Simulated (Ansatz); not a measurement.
**RbCl: further runs on the relaxed cell**

The task here is to estimate one member of a computed series from the others.

Program: Ansatz 0.2.0. Level of theory: DFT PBE, scalar-relativistic, plane waves, PAW. These are calculated values, not measurements.

1 further run of the same task is left out (set aside as unsound or not needed).

**The system as given**

Symmetry: Fm-3m, No. 225, cubic system. Conventional cell: a = 6.698 Å, b = 6.698 Å, c = 6.698 Å, α = 90.00°, β = 90.00°, γ = 90.00°. Rb (site symmetry m-3m) is surrounded by 6 Cl at 3.35 Å. Cl (site symmetry m-3m) is surrounded by 6 Rb at 3.35 Å.

Coordinates:

```
CELL_PARAMETERS angstrom
0.00000 3.34913 3.34913
3.34913 0.00000 3.34913
3.34913 3.34913 0.00000
ATOMIC_POSITIONS crystal
Rb 0.00000 0.00000 0.00000
Cl 0.50000 0.50000 0.50000
```

It is the result of an earlier relaxation at this level (volume 37.57 Å³/atom; gap on the mesh: 4.84 eV).

Set-up of the first run:

File input.yaml:

```yaml
crystal:
  lattice:
    - [0.0, 3.3491260091, 3.3491260091]
    - [3.3491260091, 0.0, 3.3491260091]
    - [3.3491260091, 3.3491260091, 0.0]
  atoms:
    - { symbol: Rb, position: [0.0, 0.0, 0.0] }
    - { symbol: Cl, position: [0.5, 0.5, 0.5] }
basis:
  ecutwfc: 420
kpoints:
  mp_grid: { grid: [6, 6, 6] }
  band_path:
    path:
      - [[0.0, 0.0, 0.0], [0.5, 0.0, 0.5], [0.625, 0.25, 0.625]]
      - [[0.375, 0.375, 0.75], [0.0, 0.0, 0.0], [0.5, 0.5, 0.5], [0.5, 0.25, 0.75], [0.5, 0.0, 0.5]]
    npoints: 14
hamiltonian:
  xc: pbe
scf:
  occupations: { method: gaussian, width: 0.02 }
  n_extra_bands: 6
output:
  forces: true
  stress: true
  eigenvalues: true
  populations: true
  dos: { projected: true, de: 0.02, nscf_kmesh: { grid: [9, 9, 9] } }
  bader: true
  write_density: true
  write_potential: true
  elf: true
  volumetric_format: npy
```

Launch:

```console
$ ansatz run input.yaml --threads 1 --pin off --max-ram 2560MiB --backend cpu --events-out ev --progress --plain --runs-dir out
```

Steps of the session up to this table: Electronic structure at the relaxed geometry; Seeking the band edges over the whole zone; Levels beside the edges; The cell as listed, for comparison; Point at V/V0 = 0.97; The cell scaled to 1.03 of its volume; Volume × 0.94; Point at V/V0 = 1.06; Volume × 0.91; Point at V/V0 = 1.10; The cell scaled to 0.88 of its volume.

One of the session's tables, all rows but one given; the rest of the session is left out.

It belongs to the step «Fit of the equation of state». 

| volume (Å³/atom) | energy above the lowest point (meV/atom) | pressure (GPa) | gap on the mesh (eV) |
| --- | --- | --- | --- |
| 33.058 | 31.1 | 2.50 | 5.25 |
| 34.185 | ? | ? | ? |
| 35.312 | 6.9 | 1.03 | 5.03 |
| 36.439 | 1.6 | 0.47 | 4.93 |
| 37.566 | 0.0 | 0.01 | 4.84 |
| 38.693 | 1.4 | -0.39 | 4.75 |
| 39.820 | 5.3 | -0.71 | 4.66 |
| 41.323 | 13.7 | -1.07 | 4.56 |

**Question.** Estimate the row for volume (Å³/atom) = 34.185.

Worked estimate for «energy above the lowest point (meV/atom)». A straight line through the neighbours (33.058, 31.1) and (35.312, 6.9) gives 31.1 + (6.9 − 31.1) × (34.185 − 33.058) / (35.312 − 33.058) = 19.0; a parabola fitted to 3 rows on both sides gives 16.7.

As computed: energy above the lowest point (meV/atom): 16.4; pressure (GPa): 1.70; gap on the mesh (eV): 5.14. In «energy above the lowest point (meV/atom)» the line misses by +2.6 and the parabola by +0.3.
